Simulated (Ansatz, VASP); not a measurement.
N: VASP beside Ansatz

```xyz
4
Lattice="4.3671 0.0000 0.0000 -2.1836 3.7820 0.0000 0.0000 0.0000 7.4219" Properties=species:S:1:pos:R:3 pbc="T T T"
N     0.0000    2.5214    2.4055
N     0.0000    2.5214    1.3055
N     2.1836    1.2607    6.1164
N     2.1836    1.2607    5.0164
```

Alike in both runs: functional PBEsol; k mesh 6 × 6 × 4; occupations gaussian, width 0.02 eV; no spin polarisation.

Ansatz relaxed the structure, and its values are those at the end. VASP's run is a single point on that final structure, the one shown.

```csv
,VASP,Ansatz
version,VASP 6.6.1,Ansatz 0.2.0
potentials or method,"VASP PAW PBE potentials, release 64 (N)","scalar-relativistic, plane waves, PAW"
plane-wave cutoff (eV),520,420
valence electrons in the cell,20,20
```

```tsv
	VASP	Ansatz	Ansatz less VASP
gap on the k mesh at the Fermi level (eV)	7.36	7.40	+0.046
least direct gap on the mesh (eV)	7.56	7.60	+0.044
pressure (GPa)	1.6	0.0	-1.61
rms of the force components (eV/Å)	1.080	0.001	-1.0791
```

Caveats: the standard files for N, O and F lose accuracy on very short bonds; the PAW data sets were made with another functional, which shifts forces and pressure a little (VASP). A k mesh can miss the band edges.
